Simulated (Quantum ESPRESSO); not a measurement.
Runs of Quantum ESPRESSO 7.5 on NaI. It takes space group Fm-3m (No. 225, cubic). The conventional cell has a = 6.473 Å, b = 6.473 Å, c = 6.473 Å, α = 90.00°, β = 90.00°, γ = 90.00°. Around I (site symmetry m-3m) lie 6 Na at 3.24 Å. Around Na (site symmetry m-3m) lie 6 I at 3.24 Å. 

```csv
task,level,potentials or basis,spin,cell,k mesh,cutoff (eV),smearing,mixing beta,SCF threshold,share of exact exchange,q mesh for exact exchange,cutoff for exact exchange,mesh quality,gap on the mesh (eV),pressure (GPa)
dielectric tensor,BLYP,GBRV 1.5 PBE,off,as given,"6 × 6 × 6, shifted",612,fermi-dirac 0.05 eV,0.5,4e-10 Ry,-,-,-,not flagged,-,1.4
band structure,PBE,PseudoDojo 0.4.1 SR PBE standard,off,as given,7 × 7 × 7,1197,fermi-dirac 0.05 eV,0.5,4e-10 Ry,-,-,-,not flagged,3.64,0.4
phonons,PBE,SPMS 1.0 PBE,off,relaxed,"4 × 4 × 4, shifted",952,fermi-dirac 0.05 eV,0.5,4e-10 Ry,-,-,-,not flagged,-,0.0
relaxation of cell and atoms,B86bPBE,PseudoDojo 0.5 SR PBE standard,off,relaxed,7 × 7 × 7,1225,cold 0.1 eV,0.5,4e-10 Ry,-,-,-,not flagged,(a),0.0
band structure,LDA,PseudoDojo 0.4.1 SR LDA standard,off,as given,7 × 7 × 7,1197,fermi-dirac 0.05 eV,0.5,4e-10 Ry,-,-,-,not flagged,3.33,-1.6
dielectric tensor,PBE,PseudoDojo 0.4.1 SR PBE standard,off,as given,"6 × 6 × 6, shifted",1197,fermi-dirac 0.05 eV,0.5,4e-10 Ry,-,-,-,not flagged,-,0.4
phonons,RPBE,PseudoDojo 0.4.1 SR PBE standard,"collinear, ferromagnetic start",relaxed,"2 × 2 × 2, shifted",1197,fermi-dirac 0.05 eV,0.3,4e-10 Ry,-,-,-,coarse,-,0.0
dielectric tensor,LDA,GBRV 1.5 LDA,off,as given,"6 × 6 × 6, shifted",612,fermi-dirac 0.05 eV,0.5,4e-10 Ry,-,-,-,not flagged,-,-1.6
phonons,PBE,JTH 2.0 PBE,off,relaxed,"4 × 4 × 4, shifted",490,fermi-dirac 0.05 eV,0.5,4e-10 Ry,-,-,-,not flagged,-,0.0
```

Estimate the missing entries.

(a) 3.58.

Caveats: some runs use coarse meshes; the potentials were made for another functional, which shifts forces and pressure (some runs); spin-orbit coupling is left out, which moves the levels of the heavy elements (some runs); this smearing can shift energies of a crystal with a gap (some runs); an odd mesh through Γ misses points on the zone boundary, where band edges often lie (some runs); before the sum rule the acoustic modes lie tens of cm⁻¹ from zero, a sign that the density grid also shifts the optical modes (some runs); the cutoff is low for these files, which shifts pressure and relaxed volume (some runs).

A k mesh can miss the band edges, and the runs leave out spin-orbit coupling on I.

Not every run made on this cell is shown here.
